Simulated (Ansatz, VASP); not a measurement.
Two plane-wave programs on W

```xyz
1
Lattice="-1.5823 1.5823 1.5823 1.5823 -1.5823 1.5823 1.5823 1.5823 -1.5823" Properties=species:S:1:pos:R:3 pbc="T T T"
W     0.0000    0.0000    0.0000
```

Alike in both runs: task relaxation of cell and atoms; functional PBEsol; k mesh 12 × 12 × 12; occupations fermi-dirac, width 0.05 eV; no spin polarisation.

```csv
,VASP,Ansatz
version,VASP 6.6.1,Ansatz 0.2.0
potentials or method,"VASP PAW PBE potentials, release 64 (W_sv)",Ansatz PAW
plane-wave cutoff (eV),600,420
valence electrons in the cell,14,14
```

```tsv
	VASP	Ansatz	Ansatz less VASP
gap on the k mesh at the Fermi level, each at its own relaxed structure (eV)	none	none	-
relaxed volume (Å³/atom)	15.73	15.69	-0.038
relaxed cell length with the largest relative difference (Å)	2.734	2.732	-0.0022
energy change over the relaxation (meV/atom)	-1	-1	-0.6
```

A gap of «none» marks a metal or a gap that the smearing closes.

Caveats: the PAW data sets were made with another functional, which shifts forces and pressure a little (VASP); the plane-wave basis is chosen anew once the cell has moved, so the energies of steps on either side of that aren't comparable (Ansatz); the PAW data sets come from PBE, with cores solved anew for the run's functional, which leaves a small shift of forces and pressure (Ansatz). Spin-orbit coupling is left out, which matters for the levels of W.
